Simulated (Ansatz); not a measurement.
# Te: the cost of one run

Program: Ansatz 0.2.0. Level of theory: DFT PBE, scalar-relativistic, plane waves, PAW. These are calculated values, not measurements.

1 further run of the same task is left out (it didn't finish).

### 1 The system as given

Symmetry: P2_12_12, No. 18, orthorhombic system. Conventional cell: a = 5.471 Å, b = 8.369 Å, c = 3.080 Å, α = 90.00°, β = 90.00°, γ = 90.00°. Around Te (site symmetry 1) lie 3 Te at 2.74 to 3.08 Å.

Structure file:

```xyz
4
Lattice="5.4710 0.0000 0.0000 0.0000 8.3693 0.0000 0.0000 0.0000 3.0803" Properties=species:S:1:pos:R:3 pbc="T T T"
Te    4.4357    0.8949    0.7273
Te    3.7708    5.0796    2.3530
Te    1.0353    7.4744    0.7273
Te    1.7002    3.2898    2.3530
```

The structure comes from the Materials Project (structure only).

### 2 The base run

Contents of input.yaml:

```yaml
crystal:
  lattice:
    - [5.4710358333, 0.0, 0.0]
    - [0.0, 8.36933982, 0.0]
    - [0.0, 0.0, 3.0803180595]
  atoms:
    - { symbol: Te, position: [0.81076475, 0.10692693, 0.23611676] }
    - { symbol: Te, position: [0.68923525, 0.60692693, 0.76388324] }
    - { symbol: Te, position: [0.18923525, 0.89307307, 0.23611676] }
    - { symbol: Te, position: [0.31076475, 0.39307307, 0.76388324] }
basis:
  ecutwfc: 420
  fft_grid_basis: typed
kpoints:
  mp_grid: { grid: [6, 4, 10] }
hamiltonian:
  xc: pbe
  pseudopotentials: { kind: paw }
scf:
  occupations: { method: gaussian, width: 0.05 }
output:
  forces: true
  stress: true
  eigenvalues: true
  bader: true
  write_density: true
  volumetric_format: npy
  elf: true
```

The run is started by

```sh
$ ansatz run input.yaml --threads 1 --pin off --max-ram 2560MiB --backend cpu --events-out ev --progress --plain --runs-dir out
```

What time and memory should one allow on 1 thread of Arm Neoverse N1, shared host?

About 2.2 min, with a peak of 0.51 GiB.
